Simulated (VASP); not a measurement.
**InAs in VASP 6.6.1, single-point calculation**

INCAR

```
LASPH = .TRUE.
NSW = 0
NELM = 66
SIGMA = 0.02
PREC = Accurate
LWAVE = .FALSE.
LREAL = .FALSE.
NBANDS = 16
LCHARG = .FALSE.
EDIFF = 1E-7
ENCUT = 520
ISIF = 2
IBRION = -1
GGA = PE
ISMEAR = -1
```

KPOINTS

```
KPOINTS created by Atomic Simulation Environment
0
Gamma
5 5 5
0 0 0
```

POSCAR

```
In As
 1.0000000000000000
     0.0000000000000000    2.9324068540999999    3.1807818630000000
     2.9324068540999999    0.0000000000000000    3.1807818630000000
     2.9324068540999999    2.9324068540999999    0.0000000000000000
 In  As
   1   1
Cartesian
  0.0000000000000000  0.0000000000000000  0.0000000000000000
  1.4662034270500000  1.4662034270500000  1.5903909315000000
```

The recommended PBE PAW datasets give the neutral cell 18 valence electrons.

Command

```
mpirun -np 1 vasp_std
```

OSZICAR

```
N       E                     dE             d eps       ncg     rms          rms(c)
DAV:   1     0.113880814847E+03    0.11388E+03   -0.84280E+03   584   0.119E+03
DAV:   2    -0.312503123007E+00   -0.11419E+03   -0.10862E+03   656   0.303E+02
DAV:   3    -0.766581141776E+01   -0.73533E+01   -0.73282E+01   704   0.732E+01
DAV:   4    -0.786519007449E+01   -0.19938E+00   -0.19926E+00   760   0.135E+01
DAV:   5    -0.787468392759E+01   -0.94939E-02   -0.94938E-02   816   0.249E+00    0.462E+00
DAV:   6    -0.760826550931E+01    0.26642E+00   -0.39531E-01   920   0.106E+01    0.257E+00
DAV:   7    -0.758089520601E+01    0.27370E-01   -0.12465E-01   808   0.312E+00    0.736E-01
DAV:   8    -0.758204995896E+01   -0.11548E-02   -0.14364E-02   728   0.133E+00    0.205E-01
DAV:   9    -0.758268430924E+01   -0.63435E-03   -0.10354E-03   696   0.257E-01    0.118E-01
DAV:  10    -0.758285312107E+01   -0.16881E-03   -0.20970E-04   760   0.214E-01    0.634E-02
DAV:  11    -0.758290206613E+01   -0.48945E-04   -0.11243E-04   672   0.121E-01    0.373E-02
DAV:  12    -0.758290233454E+01   -0.26841E-06   -0.60266E-06   672   0.302E-02    0.727E-03
DAV:  13    -0.758290258012E+01   -0.24558E-06   -0.20453E-06   696   0.775E-03    0.257E-03
DAV:  14    -0.758290253864E+01    0.41477E-07   -0.10226E-07   664   0.321E-03
   1 F= -.75829025E+01 E0= -.75826807E+01  d E =-.443615E-03
```

Standard output (part)

```
POSCAR found type information on POSCAR InAs
 POSCAR found :  2 types and       2 ions
 LDA part: xc-table for (Slater+PW92), standard interpolation
 POSCAR, INCAR and KPOINTS ok, starting setup
 WAVECAR not read
 entering main loop
```

From OUTCAR

```
k-points           NKPTS =     18   k-points in BZ     NKDIM =     18   number of bands    NBANDS=     16

   NELECT =      18.0000    total number of electrons

   dimension x,y,z NGX =    32 NGY =   32 NGZ =   32
   dimension x,y,z NGXF=    64 NGYF=   64 NGZF=   64

  energy-cutoff  :      520.00
  volume of cell :       54.70
      direct lattice vectors                 reciprocal lattice vectors
     0.000000000  2.932406854  3.180781863    -0.170508400  0.170508400  0.157194055
     2.932406854  0.000000000  3.180781863     0.170508400 -0.170508400  0.157194055
     2.932406854  2.932406854  0.000000000     0.170508400  0.170508400 -0.157194055

 k-points in reciprocal lattice and weights: KPOINTS created by Atomic Simulation Env
   0.00000000  0.00000000  0.00000000       0.008
   0.20000000  0.00000000  0.00000000       0.064
   0.40000000  0.00000000  0.00000000       0.064
   0.20000000  0.20000000  0.00000000       0.016
   0.40000000  0.20000000  0.00000000       0.064
  -0.40000000  0.20000000  0.00000000       0.064
  -0.20000000  0.20000000  0.00000000       0.032
   0.40000000  0.40000000  0.00000000       0.016
   ...

 E-fermi :   4.7767

 k-point     1 :       0.0000    0.0000    0.0000
  band No.  band energies     occupation
      1      -9.8224      2.00000
      2      -9.7904      2.00000
      3      -9.7904      2.00000
      4      -9.6796      2.00000
      5      -9.6719      2.00000
      6      -7.2823      2.00000
      7       4.3251      2.00000
      8       4.4434      2.00000
      9       4.7767      1.00000
     10       4.7767      1.00000
     11       8.5126      0.00000
     12       8.5126      0.00000
     13       8.6774      0.00000
     14      12.1461      0.00000
     15      13.5120      0.00000
     16      14.1170      0.00000

 k-point     2 :       0.2000    0.0000    0.0000
  band No.  band energies     occupation
      1      -9.8498      2.00000
      2      -9.7960      2.00000
      3      -9.7776      2.00000
      4      -9.6818      2.00000
      5      -9.6678      2.00000
      6      -6.8762      2.00000
      7       1.6165      2.00000
      8       4.0067      2.00000
      9       4.4118      2.00000
     10       5.9108      0.00000
     11       8.8418      0.00000
     12       9.1522      0.00000
     13       9.5166      0.00000
     14      12.6119      0.00000
     15      13.4941      0.00000
     16      13.5205      0.00000

 k-point     3 :       0.4000    0.0000    0.0000
  band No.  band energies     occupation
      1      -9.9159      2.00000
      2      -9.7809      2.00000
      3      -9.7617      2.00000
      4      -9.6803      2.00000
      5      -9.6555      2.00000
      6      -5.9903      2.00000
      7      -0.7749      2.00000
      8       3.4308      2.00000
      9       3.9823      2.00000
     10       5.5818      0.00000
     11       9.1749      0.00000
     12       9.5810      0.00000
     13      11.3787      0.00000
     14      12.9617      0.00000
     15      14.3259      0.00000
     16      14.7713      0.00000

 ...

  Total        1.9667896      1.9667896      0.9373925      0.0000000      0.0000000     -0.0000000
  in kB       57.6044648     57.6044648     27.4548902      0.0000000      0.0000000     -0.0000000
  external PRESSURE =      47.5546066 kB  Pullay stress =       0.0000000 kB

 POSITION                                       TOTAL-FORCE (eV/Angst)
 -----------------------------------------------------------------------------------
      0.00000      0.00000      0.00000         0.000000      0.000000      0.000000
      1.46620      1.46620      1.59039        -0.000000     -0.000000      0.000000
 -----------------------------------------------------------------------------------
    total drift:                               -0.000000     -0.000000     -0.000001

  FREE ENERGIE OF THE ION-ELECTRON SYSTEM (eV)
  ---------------------------------------------------
  free  energy   TOTEN  =        -7.5829025386 eV

  energy  without entropy=       -7.5824589235  energy(sigma->0) =       -7.58268073
```

It converged. Results: gap between bands v and c on the k mesh 0.00 eV; least direct gap on the k mesh 0.00 eV; pressure 4.8 GPa. Band v is the last that the valence electrons fill when counted band by band, and c is the next.

These settings aren't sound, so the numbers aren't properties of the crystal.

On sound settings PBE gives a gap of 0.00 eV on its mesh and a pressure of 4.6 GPa for the intended cell.

The run took about 18 s on one core of a shared host (Intel Xeon Platinum 8488C) and held 0.18 GiB at most.
